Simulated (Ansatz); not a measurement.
# Where Ti_Al puts its levels in the gap of AlN (P6_3mc)

Charge states of Ti_Al in AlN (P6_3mc), set against the band edges. Model: a cell of 72 host atoms with 1 Al taken out and 1 Ti put in.

Method: place-levels on r2SCAN runs: charge-transition levels and formation energies with image-charge correction and potential alignment at the atomic sites; PAW set soft_1, in Ansatz 0.2.0.

## (1) Starting point

The cell holds 72 atoms: 35 Al, 36 N and 1 Ti. Cell: a = 9.320 Å, b = 9.320 Å, c = 9.956 Å, α = 90.0°, β = 90.0°, γ = 120.0°. It derives from AlN (space group P6_3mc). Nearest the centre at fractional (0.444, 0.556, 0.500): Ti34 at 0.00 Å, N11 at 1.89 Å, N43 at 1.89 Å, N35 at 1.89 Å, N40 at 1.90 Å, Al9 at 3.07 Å, Al13 at 3.07 Å, Al41 at 3.07 Å.

Coordinates:

```xyz
72
Lattice="9.3196 0.0000 0.0000 -4.6598 8.0710 0.0000 0.0000 0.0000 9.9565" Properties=species:S:1:pos:R:3 pbc="T T T"
Al    1.5533    0.8968    2.4852
Al    0.0000    1.7936    4.9743
N     1.5533    0.8968    4.3848
N     0.0000    1.7936    1.8957
Al    1.5533    0.8968    7.4634
Al    0.0000    1.7936    9.9525
N     1.5533    0.8968    9.3631
N     0.0000    1.7936    6.8739
Al    0.0000    3.5871    2.4852
Al   -1.5533    4.4839    4.9743
N     0.0000    3.5871    4.3848
N    -1.5533    4.4839    1.8957
Al    0.0000    3.5871    7.4634
Al   -1.5533    4.4839    9.9525
N     0.0000    3.5871    9.3631
N    -1.5533    4.4839    6.8739
Al   -1.5533    6.2774    2.4852
Al   -3.1065    7.1742    4.9743
N    -1.5533    6.2774    4.3848
N    -3.1065    7.1742    1.8957
Al   -1.5533    6.2774    7.4634
Al   -3.1065    7.1742    9.9525
N    -1.5533    6.2774    9.3631
N    -3.1065    7.1742    6.8739
Al    4.6598    0.8968    2.4852
Al    3.1065    1.7936    4.9743
N     4.6598    0.8968    4.3848
N     3.1065    1.7936    1.8957
Al    4.6598    0.8968    7.4634
Al    3.1065    1.7936    9.9525
N     4.6598    0.8968    9.3631
N     3.1065    1.7936    6.8739
Al    3.1065    3.5871    2.4852
Ti    1.5533    4.4839    4.9743
N     3.1065    3.5871    4.3848
N     1.5533    4.4839    1.8957
Al    3.1065    3.5871    7.4634
Al    1.5533    4.4839    9.9525
N     3.1065    3.5871    9.3631
N     1.5533    4.4839    6.8739
Al    1.5533    6.2774    2.4852
Al    0.0000    7.1742    4.9743
N     1.5533    6.2774    4.3848
N     0.0000    7.1742    1.8957
Al    1.5533    6.2774    7.4634
Al    0.0000    7.1742    9.9525
N     1.5533    6.2774    9.3631
N     0.0000    7.1742    6.8739
Al    7.7663    0.8968    2.4852
Al    6.2130    1.7936    4.9743
N     7.7663    0.8968    4.3848
N     6.2130    1.7936    1.8957
Al    7.7663    0.8968    7.4634
Al    6.2130    1.7936    9.9525
N     7.7663    0.8968    9.3631
N     6.2130    1.7936    6.8739
Al    6.2130    3.5871    2.4852
Al    4.6598    4.4839    4.9743
N     6.2130    3.5871    4.3848
N     4.6598    4.4839    1.8957
Al    6.2130    3.5871    7.4634
Al    4.6598    4.4839    9.9525
N     6.2130    3.5871    9.3631
N     4.6598    4.4839    6.8739
Al    4.6598    6.2774    2.4852
Al    3.1065    7.1742    4.9743
N     4.6598    6.2774    4.3848
N     3.1065    7.1742    1.8957
Al    4.6598    6.2774    7.4634
Al    3.1065    7.1742    9.9525
N     4.6598    6.2774    9.3631
N     3.1065    7.1742    6.8739
```

Known beforehand: the electronic dielectric constant, (4.49, 4.49, 4.72), and the static one, (8.15, 8.15, 9.65), computed on the host (DFPT, PBEsol, on the r2SCAN cell), and a cell off the functional's own equilibrium shifts the ionic part.

The cell's shortest repeat is 9.3 Å.

## (2) Charge states

Levels follow from differences of total energies between charge states, each relaxed by itself.

Each atom starts 0.05 Å or so off its site in a random direction: a symmetric start keeps its symmetry, and would miss off-centre moves and Jahn–Teller distortions. Forces are taken at one point at (¼, ¼, ¼). The cell holds 1 electron more than the neutral one, with a uniform background that keeps it neutral on the whole.

The sampling was tested on the host first: at the k-points planned (1x1x1 shifted 0.25 0.25 0.25) its energy lies -0.014 eV an atom from the dense-mesh value, under the bound of 0.02 eV set for this test; that bounds the host's error, not the defect's.

One of the inputs; charge, spin and start change from state to state.

File qm1.relax/input.yaml:

```yaml
crystal:
  lattice:
    - [9.31956554, 9.0e-08, 0.0]
    - [-4.65978284, 8.07098046, 0.0]
    - [0.0, 0.0, 9.95647772]
  atoms:
    - { symbol: Al, position: [0.22222222, 0.11111111, 0.24960167] }
    - { symbol: Al, position: [0.11111111, 0.22222222, 0.49960167] }
    - { symbol: "N", position: [0.22222222, 0.11111111, 0.44039833] }
    - { symbol: "N", position: [0.11111111, 0.22222222, 0.19039833] }
    - { symbol: Al, position: [0.22222222, 0.11111111, 0.74960167] }
    - { symbol: Al, position: [0.11111111, 0.22222222, 0.99960167] }
    - { symbol: "N", position: [0.22222222, 0.11111111, 0.94039833] }
    - { symbol: "N", position: [0.11111111, 0.22222222, 0.69039833] }
    - { symbol: Al, position: [0.22222222, 0.44444444, 0.24960167] }
    - { symbol: Al, position: [0.11111111, 0.55555556, 0.49960167] }
    - { symbol: "N", position: [0.22222222, 0.44444444, 0.44039833] }
    - { symbol: "N", position: [0.11111111, 0.55555556, 0.19039833] }
    - { symbol: Al, position: [0.22222222, 0.44444444, 0.74960167] }
    - { symbol: Al, position: [0.11111111, 0.55555556, 0.99960167] }
    - { symbol: "N", position: [0.22222222, 0.44444444, 0.94039833] }
    - { symbol: "N", position: [0.11111111, 0.55555556, 0.69039833] }
    - { symbol: Al, position: [0.22222222, 0.77777778, 0.24960167] }
    - { symbol: Al, position: [0.11111111, 0.88888889, 0.49960167] }
    - { symbol: "N", position: [0.22222222, 0.77777778, 0.44039833] }
    - { symbol: "N", position: [0.11111111, 0.88888889, 0.19039833] }
    - { symbol: Al, position: [0.22222222, 0.77777778, 0.74960167] }
    - { symbol: Al, position: [0.11111111, 0.88888889, 0.99960167] }
    - { symbol: "N", position: [0.22222222, 0.77777778, 0.94039833] }
    - { symbol: "N", position: [0.11111111, 0.88888889, 0.69039833] }
    - { symbol: Al, position: [0.55555556, 0.11111111, 0.24960167] }
    - { symbol: Al, position: [0.44444444, 0.22222222, 0.49960167] }
    - { symbol: "N", position: [0.55555556, 0.11111111, 0.44039833] }
    - { symbol: "N", position: [0.44444444, 0.22222222, 0.19039833] }
    - { symbol: Al, position: [0.55555556, 0.11111111, 0.74960167] }
    - { symbol: Al, position: [0.44444444, 0.22222222, 0.99960167] }
    - { symbol: "N", position: [0.55555556, 0.11111111, 0.94039833] }
    - { symbol: "N", position: [0.44444444, 0.22222222, 0.69039833] }
    - { symbol: Al, position: [0.55555556, 0.44444444, 0.24960167] }
    - { symbol: Ti, position: [0.44444444, 0.55555556, 0.49960167] }
    - { symbol: "N", position: [0.55555556, 0.44444444, 0.44039833] }
    - { symbol: "N", position: [0.44444444, 0.55555556, 0.19039833] }
    - { symbol: Al, position: [0.55555556, 0.44444444, 0.74960167] }
    - { symbol: Al, position: [0.44444444, 0.55555556, 0.99960167] }
    - { symbol: "N", position: [0.55555556, 0.44444444, 0.94039833] }
    - { symbol: "N", position: [0.44444444, 0.55555556, 0.69039833] }
    - { symbol: Al, position: [0.55555556, 0.77777778, 0.24960167] }
    - { symbol: Al, position: [0.44444444, 0.88888889, 0.49960167] }
    - { symbol: "N", position: [0.55555556, 0.77777778, 0.44039833] }
    - { symbol: "N", position: [0.44444444, 0.88888889, 0.19039833] }
    - { symbol: Al, position: [0.55555556, 0.77777778, 0.74960167] }
    - { symbol: Al, position: [0.44444444, 0.88888889, 0.99960167] }
    - { symbol: "N", position: [0.55555556, 0.77777778, 0.94039833] }
    - { symbol: "N", position: [0.44444444, 0.88888889, 0.69039833] }
    - { symbol: Al, position: [0.88888889, 0.11111111, 0.24960167] }
    - { symbol: Al, position: [0.77777778, 0.22222222, 0.49960167] }
    - { symbol: "N", position: [0.88888889, 0.11111111, 0.44039833] }
    - { symbol: "N", position: [0.77777778, 0.22222222, 0.19039833] }
    - { symbol: Al, position: [0.88888889, 0.11111111, 0.74960167] }
    - { symbol: Al, position: [0.77777778, 0.22222222, 0.99960167] }
    - { symbol: "N", position: [0.88888889, 0.11111111, 0.94039833] }
    - { symbol: "N", position: [0.77777778, 0.22222222, 0.69039833] }
    - { symbol: Al, position: [0.88888889, 0.44444444, 0.24960167] }
    - { symbol: Al, position: [0.77777778, 0.55555556, 0.49960167] }
    - { symbol: "N", position: [0.88888889, 0.44444444, 0.44039833] }
    - { symbol: "N", position: [0.77777778, 0.55555556, 0.19039833] }
    - { symbol: Al, position: [0.88888889, 0.44444444, 0.74960167] }
    - { symbol: Al, position: [0.77777778, 0.55555556, 0.99960167] }
    - { symbol: "N", position: [0.88888889, 0.44444444, 0.94039833] }
    - { symbol: "N", position: [0.77777778, 0.55555556, 0.69039833] }
    - { symbol: Al, position: [0.88888889, 0.77777778, 0.24960167] }
    - { symbol: Al, position: [0.77777778, 0.88888889, 0.49960167] }
    - { symbol: "N", position: [0.88888889, 0.77777778, 0.44039833] }
    - { symbol: "N", position: [0.77777778, 0.88888889, 0.19039833] }
    - { symbol: Al, position: [0.88888889, 0.77777778, 0.74960167] }
    - { symbol: Al, position: [0.77777778, 0.88888889, 0.99960167] }
    - { symbol: "N", position: [0.88888889, 0.77777778, 0.94039833] }
    - { symbol: "N", position: [0.77777778, 0.88888889, 0.69039833] }
  host:
    repeats: [3, 3, 2]
    atoms:
      - { symbol: Al, position: [0.66666667, 0.33333333, 0.49920333] }
      - { symbol: Al, position: [0.33333333, 0.66666667, 0.99920333] }
      - { symbol: "N", position: [0.66666667, 0.33333333, 0.88079667] }
      - { symbol: "N", position: [0.33333333, 0.66666667, 0.38079667] }
total_charge: -1
basis:
  ecutwfc: 500
  xc_grid: 2
hamiltonian:
  xc: r2scan
  pseudopotentials: { kind: paw, azcp: { folder: soft_1 } }
kpoints:
  mp_grid: { grid: [1, 1, 1], shift: [0.25, 0.25, 0.25] }
scf:
  occupations: { method: fixed }
  max_iter: 100
output:
  forces: true
  charged_corrections:
    epsilon: [4.49, 4.49, 4.72]
    static_epsilon: [8.15, 8.15, 9.65]
    defect_position: [0.444444, 0.555556, 0.499602]
relax:
  f_tol: 0.02
  max_steps: 80
  random_displacement: { amplitude: 0.05, seed: 7207 }
checkpoint:
  write: "../qm1.relax.run"
  compress: false
  write_wavefunctions: true
  write_every: 100000
```

Run with:

```
$ ansatz run input.yaml --threads 4 --pin off --max-ram 7536MiB --backend cpu --events-out ev --progress --plain --runs-dir out
```

The relaxed structure is kept and the sampling changed to a 2×2×2 shifted mesh.

The run of this state that the levels use, under r2SCAN:

File qm1.point/input.yaml:

```yaml
crystal:
  checkpoint: "../qm1.relax.run"
  host: checkpoint
total_charge: -1
basis:
  ecutwfc: 500
  xc_grid: 2
hamiltonian:
  xc: r2scan
  pseudopotentials: { kind: paw, azcp: { folder: soft_1 } }
kpoints:
  mp_grid: { grid: [2, 2, 2], shift: [0.5, 0.5, 0.5] }
scf:
  occupations: { method: fermi_dirac, width: 0.01 }
  max_iter: 100
output:
  forces: true
  eigenvalues: true
  charged_corrections:
    epsilon: [4.49, 4.49, 4.72]
    static_epsilon: [8.15, 8.15, 9.65]
    defect_position: [0.444444, 0.555556, 0.499602]
  eigenstates: { localisation: true }
  populations: true
  band_densities: [{ bands: [v1, v1] }, { bands: [c1, c1] }]
  write_density: true
  write_potential: true
  volumetric_format: npy
checkpoint:
  read: "../qm1.relax.run"
  write: "../qm1.point.run"
  compress: false
  write_wavefunctions: false
  write_every: 100000
```

Relaxations under r2SCAN at one point at (¼, ¼, ¼); times on 4 threads of Arm Neoverse V1, shared host:

```
charge  moment (μB)  occupations        outcome  steps  largest displacement against the far atoms (Å)     time
    −1            0        fixed      converged      9                                            0.25  2.3 min
    −1            2        fixed  not converged      -                                               -  4.6 min
    −1            2  fermi-dirac      converged      8                                            0.21   14 min
     0            1        fixed      converged      7                                            0.12  4.1 min
    +1            0        fixed      converged      5                                            0.05     79 s
```

Single points under r2SCAN at a 2×2×2 shifted mesh; times on 4 threads of Arm Neoverse V1, shared host:

```
charge  moment (μB)  occupations    outcome     time
    −1            0  fermi-dirac  converged     85 s
    −1            2  fermi-dirac  converged  3.5 min
     0            1  fermi-dirac  converged  3.4 min
    +1            0  fermi-dirac  converged     80 s
```

Distances (Å) from Ti34 to the nearest atoms after relaxation with r2SCAN:

```
charge  moment (μB)      1.      2.      3.      4.       5.       6.
    −1            0  N 1.93  N 1.94  N 2.16  N 2.17  Al 2.86  Al 2.86
    −1            2  N 2.04  N 2.05  N 2.05  N 2.22   N 2.82  Al 2.93
     0            1  N 1.94  N 2.00  N 2.00  N 2.07   N 2.93  Al 3.00
    +1            0  N 1.91  N 1.92  N 1.92  N 1.93   N 3.02  Al 3.08
```

(Continued in part 2 of 2.)

[Logs are printed without paths, hosts, clocks, repeated set-up lines and the standing remarks that a program may print on its own settings, such as how far it seeks lower states.]

[Hosts, paths, dates, database ids (printed as entryN), source tags and the programs' standing remarks are cut or masked in the printed files.]

[Where a table of states has a column of steps, it counts the stored structures, which are thinned; the runs took as many ionic steps or more.]

[A defect's name tells the site on which it was built; relaxed atoms can leave that site.]

[For some hosts the program warned that the k-mesh of the response run may be too coarse for force constants and the static dielectric constant; such warnings are not shown here.]
